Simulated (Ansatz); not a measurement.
**Si, one cell by several methods**

```
Si
1.0
     0.00000    2.72185    2.72185
     2.72185    0.00000    2.72185
     2.72185    2.72185    0.00000
Si
2
Cartesian
  4.0828 4.0828 4.0828
  2.7219 2.7219 2.7219
```

Atom numbers follow the list: Si1, Si2.

The cell is the one relaxed in the Materials Project (mp-149), not relaxed further here; entries there can be hypothetical.

Levels of theory: DFT, PBE, PAW with Ansatz's default frozen-core files, scalar-relativistic (Ansatz 0.2.0); DFT, PBE, all-electron LAPW, scalar-relativistic (Ansatz 0.2.0).

For PAW: a Γ-centred 10×10×10 k mesh, Fermi–Dirac smearing of 0.02 eV, cutoff 420 eV, no spin polarisation. LAPW targets a basis error of 0.5 meV/atom. The Ansatz runs share mesh, smearing and spin set-up. Plane-wave (PAW) pressures include the program's estimate of the Pulay term.

Stress and pressure are positive in compression.

Levels count from the top of the valence band.

```json
{"quantity": "pressure (GPa)", "PAW": "1.34", "LAPW": "1.30"}
{"quantity": "band gap (eV)", "PAW": "0.592", "LAPW": "0.594"}
{"quantity": "highest filled level at X (eV)", "PAW": "-2.832", "LAPW": "-2.833"}
{"quantity": "lowest empty level at X (eV)", "PAW": "0.723", "LAPW": "0.725"}
{"quantity": "highest filled level at U (eV)", "PAW": "-2.408", "LAPW": "-2.409"}
{"quantity": "lowest empty level at U (eV)", "PAW": "1.213", "LAPW": "1.215"}
{"quantity": "highest filled level at K (eV)", "PAW": "-2.408", "LAPW": "-2.409"}
{"quantity": "lowest empty level at K (eV)", "PAW": "1.213", "LAPW": "1.215"}
```

PAW's pressure differs from the LAPW value by +0.03 GPa.
